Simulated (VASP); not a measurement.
Input of a VASP 6.6.1 run:

INCAR

```
SYSTEM = Sn
ADDGRID = .FALSE.
ALGO = Normal
EDIFF = 1E-8
ENCUT = 900
GGA = PE
ISIF = 2
ISMEAR = 1
LASPH = .TRUE.
LCHARG = .FALSE.
LREAL = .FALSE.
LWAVE = .FALSE.
NELM = 100
PREC = Accurate
SIGMA = 0.1
```

File KPOINTS:

```
k-points
0
G
  19 19 19
  0 0 0
```

Contents of POSCAR:

```
Sn
1.0
   -1.6810770000      1.7214010000      2.3373330000
    1.7271670000     -1.7623000000      2.4024190000
    1.7145940000      1.7948920000     -2.3683880000
Sn
1
Direct
    0.0245380000     -0.0183670000      0.0024320000
```

Potentials or basis: VASP PAW PBE potentials, release 64 (Sn).

The run is started by

```sh
$ cat potpaw_PBE.64/Sn/POTCAR > POTCAR
$ mpirun -np 1 vasp_std > vasp.out
```

**Question.** What does it give for the band gap on the k mesh?

**Answer.** None (metal or under the smearing width).

**Question.** Estimate the pressure.

**Answer.** -1.2 GPa.

Stress tensor (GPa, compression positive):
```
-1.05 -0.04 -0.30
-0.04 -1.50  0.19
-0.30  0.19 -1.01
```
